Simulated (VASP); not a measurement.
# SnSe2 (P-3m1) in VASP: further runs

The runs below take SnSe2 through electric field gradients, with PBE.

Program: VASP 6.6.1. These are calculated values, not measurements. Logs are shortened: lines on timing, memory, paths and dates and some standing lists are left out, and cuts for length are marked.

## Step 1: Starting point

Symmetry: P-3m1, No. 164, trigonal system. The conventional cell has a = 3.811 Å, b = 3.811 Å, c = 6.137 Å, α = 90.00°, β = 90.00°, γ = 120.00°. Around Sn (site symmetry -3m) lie 6 Se at 2.68 Å. Se (site symmetry 3m) has 3 Sn at 2.68 Å as nearest neighbours.

## Step 2: Electric field gradients, PBE

Contents of INCAR:

```
PREC = Accurate
ENCUT = 520
EDIFF = 1E-8
ISMEAR = -1
SIGMA = 0.03
LREAL = False
LASPH = True
NELM = 100
ALGO = Normal
ISIF = 2
LWAVE = False
LCHARG = False
GGA = PE
LEFG = True
NBANDS = 20
```

Contents of KPOINTS:

```
regular mesh
0
Gamma
  7 7 4
```

Contents of POSCAR:

```
SnSe2
1.0
    3.8109987816      0.0000000000      0.0000000000
   -1.9054993908      3.3004217586      0.0000000000
    0.0000000000      0.0000000000      6.1370000000
Sn Se
1 2
Direct
    0.0000000000      0.0000000000      0.0000000000
    0.3333333333      0.6666666667      0.2500000000
    0.6666666667      0.3333333333      0.7500000000
```

Potentials or basis: VASP PAW PBE potentials, release 64 (Sn_d, Se).

Launch:

```bash
cat potpaw_PBE.64/Sn_d/POTCAR potpaw_PBE.64/Se/POTCAR > POTCAR
mpirun -np 1 vasp_std > vasp.out
```

OUTCAR:

```text
PREC = Accurate
   ENCUT = 520
   EDIFF = 1E-8
   ISMEAR = -1
   LREAL = False
   LASPH = True
   NELM = 100
   ISIF = 2
   GGA = PE

 ion  position               nearest neighbor table
   1  0.000  0.000  0.000-   2 2.68   3 2.68   2 2.68   3 2.68   3 2.68   2 2.68
   2  0.333  0.667  0.250-   1 2.68   1 2.68   1 2.68
   3  0.667  0.333  0.750-   1 2.68   1 2.68   1 2.68

  LATTYP: Found a hexagonal cell.
 ALAT       =     3.8109987816
 C/A-ratio  =     1.6103390087

  Lattice vectors:

 A1 = (   3.8109987816,   0.0000000000,   0.0000000000)
 A2 = (  -1.9054993908,   3.3004217586,   0.0000000000)
 A3 = (   0.0000000000,   0.0000000000,   6.1370000000)

Analysis of symmetry for initial positions (statically):
=====================================================================
 Subroutine PRICEL returns:
 Original cell was already a primitive cell.

 Routine SETGRP: Setting up the symmetry group for a
 hexagonal supercell.

 Subroutine GETGRP returns: Found 12 space group operations
 (whereof 12 operations were pure point group operations)
 out of a pool of 24 trial point group operations.

The static configuration has the point symmetry D_3d.

Analysis of symmetry for dynamics (positions and initial velocities):
=====================================================================
 Subroutine PRICEL returns:
 Original cell was already a primitive cell.

 Routine SETGRP: Setting up the symmetry group for a
 hexagonal supercell.

 Subroutine GETGRP returns: Found 12 space group operations
 (whereof 12 operations were pure point group operations)
 out of a pool of 24 trial point group operations.

The dynamic configuration has the point symmetry D_3d.

 Subroutine INISYM returns: Found 12 space group operations
 (whereof 12 operations are pure point group operations),
 and found     1 'primitive' translations

----------------------------------------------------------------------------------------

                                     Primitive cell

  volume of cell :      77.1906

  direct lattice vectors                    reciprocal lattice vectors
     3.810998782  0.000000000  0.000000000     0.262398405  0.151495789  0.000000000
    -1.905499391  3.300421759  0.000000000     0.000000000  0.302991579  0.000000000
     0.000000000  0.000000000  6.137000000     0.000000000  0.000000000  0.162946065

  length of vectors
     3.810998782  3.810998782  6.137000000     0.302991579  0.302991579  0.162946065

  position of ions in fractional coordinates (direct lattice)
     0.000000000  0.000000000  0.000000000
     0.333333333  0.666666667  0.250000000
     0.666666667  0.333333333  0.750000000

  ion indices of the primitive-cell ions
   primitive index   ion index
                 1           1
                 2           2
                 3           3

----------------------------------------------------------------------------------------

 KPOINTS: regular mesh

Automatic generation of k-mesh.
 Grid dimensions read from file:
 generate k-points for:    7    7    4

 Generating k-lattice:

  Cartesian coordinates                     Fractional coordinates (reciprocal lattice)
     0.037485486  0.021642256  0.000000000     0.142857143  0.000000000  0.000000000
     0.000000000  0.043284511  0.000000000     0.000000000  0.142857143  0.000000000
     0.000000000  0.000000000  0.040736516     0.000000000  0.000000000  0.250000000

  Length of vectors
     0.043284511  0.043284511  0.040736516

  Shift w.r.t. Gamma in fractional coordinates (k-lattice)
     0.000000000  0.000000000  0.000000000

 Subroutine IBZKPT returns following result:
 ===========================================

 Found     28 irreducible k-points:

 Following reciprocal coordinates:
            Coordinates               Weight
  0.000000  0.000000  0.000000      1.000000
  0.142857 -0.000000  0.000000      6.000000
  0.285714  0.000000  0.000000      6.000000
  0.428571 -0.000000  0.000000      6.000000
  0.142857  0.142857  0.000000      6.000000
  0.285714  0.142857  0.000000     12.000000
[... 16 lines left out ...]
  0.285714  0.000000  0.500000      6.000000
  0.428571 -0.000000  0.500000      6.000000
 [... further k-points ...]
   k-points           NKPTS =     28   k-points in BZ     NKDIM =     28   number of bands    NBANDS=     20
   number of dos      NEDOS =    301   number of ions     NIONS =      3
   total plane-waves  NPLWV =  37632
   dimension x,y,z NGX =    28 NGY =   28 NGZ =   48
   dimension x,y,z NGXF=    56 NGYF=   56 NGZF=   96
   ions per type =               1   2
   NGX,Y,Z   is equivalent  to a cutoff of  12.21, 12.21, 13.00 a.u.
   NGXF,Y,Z  is equivalent  to a cutoff of  24.43, 24.43, 26.01 a.u.
 SYSTEM =  unknown system
   PREC   = accura    normal or accurate (medium, high low for compatibility)
   ISTART =      0    job   : 0-new  1-cont  2-samecut
   ICHARG =      2    charge: 1-file 2-atom 10-const
   ISPIN  =      1    spin polarized calculation?
   LNONCOLLINEAR =      F non collinear calculations
   LSORBIT =      F    spin-orbit coupling
   LASPH  =      T    aspherical Exc in radial PAW
   ENCUT  =  520.0 eV  38.22 Ry    6.18 a.u.   7.09  7.09 11.41*2*pi/ulx,y,z
   NELM   =    100;   NELMIN=  2; NELMDL= -5     # of ELM steps
   EDIFF  = 0.1E-07   stopping-criterion for ELM
   LREAL  =      F    real-space projection
   EDIFFG = 0.1E-06   stopping-criterion for IOM
   NSW    =      0    number of steps for IOM
   IBRION =     -1    ionic relax: 0-MD 1-quasi-New 2-CG
   NFREE  =      0    steps in history (QN), initial steepest desc. (CG)
   ISIF   =      2    stress and relaxation
   ISYM   =      2    0-nonsym 1-usesym 2-fastsym
   POTIM  = 0.5000    time-step for ionic-motion
   TEBEG  =    0.0;   TEEND  =   0.0 temperature during run
   PSTRESS=    0.0 pullay stress
   NELECT =      26.0000    total number of electrons
   NUPDOWN=      -1.0000    fix difference up-down
   EMIN   =  10.00;   EMAX   =-10.00  energy-range for DOS
   EFERMI =   0.00;   METHOD = LEGACY
   ISMEAR =    -1;   SIGMA  =   0.03  broadening in eV -4-tet -1-fermi 0-gaus
   EFERMI_NEDOS =   21; number of points for ismear=-14 and -15
   IALGO  =     38    algorithm
   IMIX   =      4    mixing-type and parameters
     AMIX     =   0.40;   BMIX     =  1.00
     AMIX_MAG =   1.60;   BMIX_MAG =  1.00
  volume/ion in A,a.u.               =      25.73       173.64
  Fermi-wavevector in a.u.,A,eV,Ry     =   1.139054  2.152501 17.652812  1.297445
  Thomas-Fermi vector in A             =   2.275758
   LORBIT       =      0    0 simple, 1 ext, 2 COOP (PROOUT), +10 PAW based schemes
   GGA     = PE    functional components
   LHFCALC =     F    Hartree Fock is set to
   AEXX    =    0.0000 exact exchange contribution
   IVDW    =     0    specifies the selected vdW correction
   LEPSILON=     F    determine dielectric tensor
   LRPA    =     F    only Hartree local field effects (RPA)
 non-spin polarized calculation
  energy-cutoff  :      520.00
  volume of cell :       77.19
 maximum number of plane-waves:      2095
   NGX = 15   NGY = 15   NGZ = 23

 number of electron      26.0000006 magnetization

 Free energy of the ion-electron system (eV)
  ---------------------------------------------------
  ext. energy  EPLUGINS =         0.00000000
  ---------------------------------------------------
  free energy    TOTEN  =       -11.75368456 eV

  energy without entropy =      -11.75368446  energy(sigma->0) =      -11.75368451

 E-fermi :   4.5680     XC(G=0):  -9.4583

 val. band max:        4.1597519716   @ k =   0.0000   0.0000   0.0000
 cond. band min:       4.9652363245   @ k =   0.0000   0.4286   0.2500
 fundamental gap:      0.8054843529
 Fermi energy:         4.5680494003

 k-point     1 :       0.0000    0.0000    0.0000
  band No.  band energies     occupation
      1     -17.0938      2.00000
      2     -17.0938      2.00000
      3     -17.0554      2.00000
      4     -17.0406      2.00000
      5     -17.0406      2.00000
      6      -9.8092      2.00000
[... 12 lines left out ...]
     19      13.1217      0.00000
     20      13.1217      0.00000

 k-point     2 :       0.1429   -0.0000    0.0000
  band No.  band energies     occupation
      1     -17.1040      2.00000
      2     -17.0872      2.00000
      3     -17.0503      2.00000
      4     -17.0441      2.00000
      5     -17.0389      2.00000
      6      -9.6061      2.00000
[... 12 lines left out ...]
     19      12.5536      0.00000
     20      13.3259      0.00000

 k-point     3 :       0.2857    0.0000    0.0000
  band No.  band energies     occupation
      1     -17.1295      2.00000
      2     -17.0773      2.00000
      3     -17.0560      2.00000
      4     -17.0324      2.00000
      5     -17.0300      2.00000
      6      -9.0399      2.00000
[... 12 lines left out ...]
     19      12.6382      0.00000
     20      13.8400      0.00000

 k-point     4 :       0.4286   -0.0000    0.0000
  band No.  band energies     occupation
      1     -17.1509      2.00000
      2     -17.0743      2.00000
      3     -17.0625      2.00000
      4     -17.0199      2.00000
      5     -17.0177      2.00000
      6      -8.3267      2.00000
[... 12 lines left out ...]
     19      13.9525      0.00000
     20      14.6261      0.00000

 k-point     5 :       0.1429    0.1429    0.0000
  band No.  band energies     occupation
      1     -17.1180      2.00000
      2     -17.0836      2.00000
      3     -17.0494      2.00000
      4     -17.0438      2.00000
      5     -17.0301      2.00000
      6      -9.2191      2.00000
[... 12 lines left out ...]
     19      11.4624      0.00000
     20      14.0604      0.00000
[... 353 lines left out ...]
      6      -9.6337      2.00000
[... 12 lines left out ...]
     19      12.5591      0.00000
     20      12.5591      0.00000

 k-point    22 :       0.1429   -0.0000    0.5000
  band No.  band energies     occupation
      1     -17.1040      2.00000
      2     -17.0872      2.00000
      3     -17.0502      2.00000
      4     -17.0441      2.00000
      5     -17.0389      2.00000
      6      -9.4336      2.00000
[... 12 lines left out ...]
     19      12.4209      0.00000
     20      13.0428      0.00000

 k-point    23 :       0.2857    0.0000    0.5000
  band No.  band energies     occupation
      1     -17.1296      2.00000
      2     -17.0773      2.00000
      3     -17.0560      2.00000
      4     -17.0322      2.00000
      5     -17.0300      2.00000
      6      -8.8816      2.00000
[... 12 lines left out ...]
     19      13.0815      0.00000
     20      13.5497      0.00000

 k-point    24 :       0.4286   -0.0000    0.5000
  band No.  band energies     occupation
      1     -17.1511      2.00000
      2     -17.0744      2.00000
      3     -17.0626      2.00000
      4     -17.0197      2.00000
      5     -17.0177      2.00000
      6      -8.2111      2.00000
[... 12 lines left out ...]
     19      14.0647      0.00000
     20      14.8685      0.00000

 [... further k-points ...]

------------------------ aborting loop because EDIFF is reached ----------------------------------------

  FORCE on cell =-STRESS in cart. coord.  units (eV):
  Direction    XX          YY          ZZ          XY          YZ          ZX
  --------------------------------------------------------------------------------------
  -------------------------------------------------------------------------------------
  Total        2.3788218      2.3788218      2.9991846     -0.0000000      0.0000000      0.0000000
  in kB       49.3751140     49.3751140     62.2514402     -0.0000000      0.0000000      0.0000000
  external PRESSURE =      53.6672228 kB  Pullay stress =       0.0000000 kB

 VOLUME and BASIS-vectors are now :
 -----------------------------------------------------------------------------
  energy-cutoff  :      520.00
  volume of cell :       77.19
      direct lattice vectors                 reciprocal lattice vectors
     3.810998782  0.000000000  0.000000000     0.262398405  0.151495789  0.000000000
    -1.905499391  3.300421759  0.000000000     0.000000000  0.302991579  0.000000000
     0.000000000  0.000000000  6.137000000     0.000000000  0.000000000  0.162946065

 POSITION                                       TOTAL-FORCE (eV/Angst)
 -----------------------------------------------------------------------------------
      0.00000      0.00000      0.00000        -0.000000      0.000000      0.000000
     -0.00000      2.20028      1.53425         0.000000      0.000000      0.732896
      1.90550      1.10014      4.60275        -0.000000      0.000000     -0.732896
 -----------------------------------------------------------------------------------
    total drift:                               -0.000000     -0.000000     -0.000000

  FREE ENERGIE OF THE ION-ELECTRON SYSTEM (eV)
  ---------------------------------------------------
  free  energy   TOTEN  =       -11.7536845563 eV

  energy  without entropy=      -11.7536844590  energy(sigma->0) =      -11.75368451

 Electric field gradients (V/A^2)
---------------------------------------------------------------------
 ion       V_xx      V_yy      V_zz      V_xy      V_xz      V_yz
---------------------------------------------------------------------
   1      -2.533    -2.533     5.066    -0.000     0.000    -0.000
   2      45.825    45.824   -91.649    -0.000    -0.000     0.000
   3      45.825    45.824   -91.649    -0.000    -0.000     0.000
---------------------------------------------------------------------

 Electric field gradients after diagonalization (V/A^2)
 (convention: |V_zz| > |V_xx| > |V_yy|)
----------------------------------------------------------------------
 ion       V_xx      V_yy      V_zz     asymmetry (V_yy - V_xx)/ V_zz
----------------------------------------------------------------------
   1      -2.533    -2.533     5.066       0.000
   2      45.825    45.824   -91.649       0.000
   3      45.825    45.824   -91.649       0.000
----------------------------------------------------------------------

           NMR quadrupolar parameters

 Cq : quadrupolar parameter    Cq=e*Q*V_zz/h
 eta: asymmetry parameters     (V_yy - V_xx)/ V_zz
 Q  : nuclear electric quadrupole moment in mb (millibarn)
----------------------------------------------------------------------
 ion       Cq(MHz)       eta       Q (mb)
----------------------------------------------------------------------
   1       0.012       0.000       1.000
   2      -0.222       0.000       1.000
   3      -0.222       0.000       1.000
----------------------------------------------------------------------
```

Run time: 19 s. Hardware: 1 thread of Intel Xeon 6975P-C (Granite Rapids), shared host; peak memory 0.2 GiB.

Results:

| Property | Result |
| --- | --- |
| Free energy | -11.7537 eV |
| Pressure | 5.4 GPa |
| Largest force | 0.733 eV/Å |
| Band gap on the k mesh | 0.81 eV, indirect (least direct gap 1.09 eV) |

Forces on the atoms (eV/Å):
```
Sn   0.000  0.000  0.000
Se   0.000  0.000  0.733
Se   0.000  0.000 -0.733
```

Stress tensor (GPa, compression positive):
```
4.94 0.00 0.00
0.00 4.94 0.00
0.00 0.00 6.23
```

Levels at points of the mesh, in eV from the valence-band top:
| k point | band 11 | band 12 | band 13 | band 14 | band 15 | band 16 |
| --- | --- | --- | --- | --- | --- | --- |
| (0.00, 0.00, 0.00) | -0.37 | -0.37 | 0.00 | 1.09 | 2.97 | 4.66 |
| (0.00, 0.00, 0.50) | -0.76 | -0.21 | -0.21 | 2.47 | 2.94 | 4.38 |

Electric field gradients, principal values (V/Å²):
| atom | Vxx | Vyy | Vzz |
| --- | --- | --- | --- |
| 1 Sn | -2.533 | -2.533 | 5.066 |
| 2 Se | 45.824 | 45.825 | -91.649 |
| 3 Se | 45.824 | 45.825 | -91.649 |

Caveat: spin-orbit coupling is left out, which moves the levels of the heavy elements; an odd mesh through Γ misses points on the zone boundary, where band edges often lie; the cell's inner coordinates are idealised or old, which leaves forces on the atoms; this functional lacks dispersion, which binds the layers, so the pressure and a relaxed spacing across them are unreliable.

(Continued in part 2 of 2.)
